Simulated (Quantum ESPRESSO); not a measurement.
KCl (Sylvite):

```xyz
2
Lattice="0.0000 3.1465 3.1465 3.1465 0.0000 3.1465 3.1465 3.1465 0.0000" Properties=species:S:1:pos:R:3 pbc="T T T"
K     0.0000    0.0000    0.0000
Cl    3.1465    3.1465    3.1465
```

Program: Quantum ESPRESSO 7.5. Alike in all runs: task dielectric tensor; no spin polarisation; cell as given; k mesh 6 × 6 × 6, shifted; cutoff (eV) 612; smearing fermi-dirac 0.05 eV.

**Question.** Order these runs on this cell by their pressure, lowest first.
A. level LDA; potentials or basis GBRV 1.5 LDA; form of the LDA correlation PZ81
B. level PBEsol; potentials or basis GBRV 1.5 PBEsol
C. level BLYP; potentials or basis GBRV 1.5 PBE

**Answer.** A (-2.2 GPa), B (-0.6 GPa), C (1.3 GPa).

Caveats: the potentials were made for another functional, which shifts forces and pressure (some runs).
